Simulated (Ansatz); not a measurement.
The system is As.

```
CELL_PARAMETERS angstrom
1.88080 1.08588 3.51406
-1.88080 1.08588 3.51406
0.00000 -2.17176 3.51406
ATOMIC_POSITIONS crystal
As 0.22600 0.22600 0.22600
As 0.77400 0.77400 0.77400
```

Below is the output of Ansatz 0.2.0 for this cell. Logs are shortened: lines on timing, memory, paths and dates and some standing lists are left out, and cuts for length are marked.

```text
Warning: RAYON_NUM_THREADS=2 ignored (pool sized by the plan → 2); use --threads N
scf.n_extra_bands = 6 over 15 filled bands (N_el = 30.0): the run solves 21 bands
Engine: ansatz 0.2.0, aarch64-unknown-linux-gnu
Pseudopotentials: kind: paw
Pseudopotential: As, paw, valence charge 15, recommended cutoff 420 eV (normal), As.paw.azcp
Functional definition: PBE
  parameter kappa = 0.804
  parameter beta = 0.06672455060314922
  exchange = pbe_x(kappa = kappa, mu = beta*pi^2/3)
  correlation = pbe_c(beta = beta)
Crystal: 2 atoms, lattice volume = 43.061 Å³
Basis set: ecut = 420 eV, 845 PW (Γ), exchange–correlation on 60×60×60 points (8 copies of the dense FFT grid, shifted against one another)
Bands: 21, of which v1, the nominal top of the filled ones, is band 15 counted from 1 (14 counted from 0)
Symmetry: 12 space group operations
Space group: R-3m (ITA 166), of the structure as read, at distance tolerance 3.5e-5 Å
k-points: 85 of 729
Non-local potential: As, projectors of the file, l = 0: 2, l = 1: 2, l = 2: 3, l = 3: 1
PAW form: soft (Blöchl's): semilocal exchange-correlation on the pseudo side does not see the compensation charge
PAW one-centre angular grid: As, 590 points (default); XC on 64 Gauss nodes
Initial density: superposition of atomic densities (neutral atoms: chi_scale 0, normalization atom), corrected by the library's trained network
Initial wavefunctions: pseudopotential atomic-orbital guess
Functional: x = pbe(κ = 0.804, μ = 0.2195149727645171), c = pbe(β = 0.06672455060314922)
SCF iter   1: F=—  HF=-9712.256938 eV  |F-HF|=—  |Δ(HF+E_count)|=         —  Δρ=1.42e-3  dr2=7.29e-4  ethr=1.77e-3  ⟨swp⟩=5.8  Hψ=8583  notcnv=0
preconditioner: auto → Kerker (q_TF=auto, 2.569 Å⁻¹)  [metal: Δε(μ)=0.088 eV  Ē_g=12.222 eV  σ=0.050 eV  W_gap=0.40  n_scr=14 (ndim 8)  ℏωp=17.9 eV  f_vac=0.007  D(μ)=0.18/eV (n_scr^D=0)]
SCF iter   2: F=—  HF=-9712.256882 eV  |F-HF|=—  |Δ(HF+E_count)|=   5.54e-5  Δρ=8.79e-4  dr2=2.66e-4  ethr=2.43e-6  ⟨swp⟩=2.0  Hψ=3469  notcnv=0  defer=14
SCF iter   3: F=—  HF=-9712.256998 eV  |F-HF|=—  |Δ(HF+E_count)|=   1.16e-4  Δρ=3.42e-4  dr2=5.55e-5  ethr=8.87e-7  ⟨swp⟩=2.0  Hψ=2952  notcnv=0  defer=14
SCF iter   4: F=—  HF=-9712.257011 eV  |F-HF|=—  |Δ(HF+E_count)|=   1.28e-5  Δρ=1.21e-4  dr2=7.47e-6  ethr=1.85e-7  ⟨swp⟩=3.0  Hψ=2964  notcnv=0  defer=14
SCF iter   5: F=—  HF=-9712.257009 eV  |F-HF|=—  |Δ(HF+E_count)|=   1.53e-6  Δρ=4.26e-5  dr2=1.11e-6  ethr=2.49e-8  ⟨swp⟩=2.0  Hψ=2952  notcnv=0  defer=14
SCF iter   6: F=—  HF=-9712.257009 eV  |F-HF|=—  |Δ(HF+E_count)|=   7.34e-7  Δρ=1.83e-5  dr2=1.81e-7  ethr=3.71e-9  ⟨swp⟩=2.0  Hψ=2952  notcnv=0  defer=14
SCF iter   7: F=-9712.257009 eV  HF=-9712.257009 eV  |F-HF|=1.94e-8  |Δ(HF+E_count)|=   6.54e-9  Δρ=5.47e-6  dr2=1.48e-8  ethr=3.33e-10  ⟨swp⟩=6.8  Hψ=7747  notcnv=0
SCF 1 converged in 7 iterations: F = -9712.257009 eV  dr2 = 1.48e-8
  greatest PAW one-centre occupation: 0.999 electrons in one spin orbital (limit 2), on the As atom at site 1 (counted from 0), in its partial waves of l = 2
NSCF: frozen V_eff on 130 k-points
SCF converged after 7 iterations
Free energy (F): -9712.257009 eV
Harris-Foulkes:  -9712.257009 eV  (|F-HF|=1.94e-8)
Internal energy: -9712.255547 eV  (E = F + TS)
E sigma→0 (E₀):  -9712.256278 eV
Entropy (-TS):   -0.001462 eV (-0.731 meV/atom)
Fermi energy:    10.769660 eV
--- Per-component energies (eV) ---
  E_band       = -466.983693
  E_kinetic    = 205.469043
  E_local      = -3345.731363  (includes V_loc(G=0)·N_el)
  E_nonlocal   = -1341.413618
  E_hartree    = 1853.708037
  E_xc         = -158.766691
  E_vxc        = -158.830463  (∫ρ·V_xc dr)
  E_paw        = -3669.113538  (= ΣΔE_a)
  E_vpaw       = 466.102161  (= ΣTr[D̂ρ^β])
  E_aug_tail   = 0.000016  (compensation charges beyond the density's cutoff)
  E_ewald      = -3256.407433
  E_smearing   = -0.001462  (= −TS)
  E_closure    = 0.000000  (closes the sum)
  Σ components = -9712.257009   (vs F -9712.257009, Δ=0.00e0)
--- Forces (eV/Å), atoms counted from 1 ---
  atom   1  As     0.00000000    -0.00000000     0.42859186
  atom   2  As    -0.00000000     0.00000000    -0.42859186
  max |Σ_I F_I| component: 2.89e-19 eV/Å
--- Stress (GPa, compression-positive) ---
        3.916025       0.000000      -0.000000
       -0.000000       3.916025       0.000000
       -0.000000       0.000000       3.300726
  P = ⅓ Tr σ = 3.7109 GPa (37.109 kbar)
--- Band table (eV; the first three rows and the last of 85) ---
  k-point 0: bands = ["-25.5578", "-25.5578", "-25.5125", "-25.5125", "-25.4775", "-25.4413", "-25.4413", "-25.4285", "-25.3956", "-25.3956", "-4.3143", "4.9457", "8.2745", "8.7145", "8.7145", "12.3603", "13.6571", "13.6571", "17.6748", "17.6748", "18.1716"]
  k-point 1: bands = ["-25.5566", "-25.5542", "-25.5111", "-25.5097", "-25.4767", "-25.4431", "-25.4416", "-25.4309", "-25.3985", "-25.3973", "-4.1488", "4.3763", "8.2739", "8.5885", "8.6985", "12.6367", "13.3655", "13.5431", "16.7333", "17.4722", "17.5362"]
  k-point 2: bands = ["-25.5533", "-25.5441", "-25.5075", "-25.5021", "-25.4743", "-25.4482", "-25.4432", "-25.4376", "-25.4061", "-25.4017", "-3.6573", "3.0281", "8.0079", "8.3108", "9.1280", "12.1552", "12.9403", "13.0999", "16.6768", "17.3020", "18.1784"]
  k-point 84: bands = ["-25.5467", "-25.5442", "-25.5071", "-25.5057", "-25.4732", "-25.4448", "-25.4432", "-25.4335", "-25.4107", "-25.4090", "-2.9145", "0.8796", "7.3281", "8.5683", "10.3947", "11.8145", "12.0717", "13.8568", "18.4304", "20.5858", "20.8282"]
```

**Question.** Write the input and the command behind it.

**Answer.** Band structure with PBE, no spin polarisation. The files as run (others can give the same):

input.yaml
```yaml
crystal:
  lattice:
    - [1.8807968987, 1.0858785957, 3.5140619945]
    - [-1.8807968987, 1.0858785957, 3.5140619945]
    - [0.0, -2.1717571915, 3.5140619945]
  atoms:
    - { symbol: As, position: [0.226, 0.226, 0.226] }
    - { symbol: As, position: [0.774, 0.774, 0.774] }
hamiltonian:
  xc: pbe
  pseudopotentials: { kind: paw }
kpoints:
  mp_grid: { grid: [9, 9, 9] }
  band_path:
    path:
      - [[0.0, 0.0, 0.0], [0.5, 0.0, 0.0], [0.5, 0.2303245873, -0.2303245873]]
      - [[0.7696754127, 0.5, 0.2303245873], [0.5, 0.5, 0.5], [0.0, 0.0, 0.0], [0.3651622936, 0.0, -0.3651622936]]
      - [[0.6348377064, 0.3651622936, 0.0], [0.5, 0.5, 0.0], [0.6348377064, 0.6348377064, 0.2303245873], [0.5, 0.5, 0.5]]
      - [[0.5, 0.0, 0.0], [0.7696754127, 0.3651622936, 0.3651622936]]
    npoints: 14
scf:
  occupations: { method: fermi_dirac, width: 0.05 }
  n_extra_bands: 6
output:
  forces: true
  stress: true
  eigenvalues: true
  fatbands: false
```

Potentials or basis: Ansatz PAW.
Run with:
```sh
$ ansatz run input.yaml --threads 2 --pin off --max-ram 5632MiB --backend cpu --events-out ev --progress --plain --runs-dir out
```
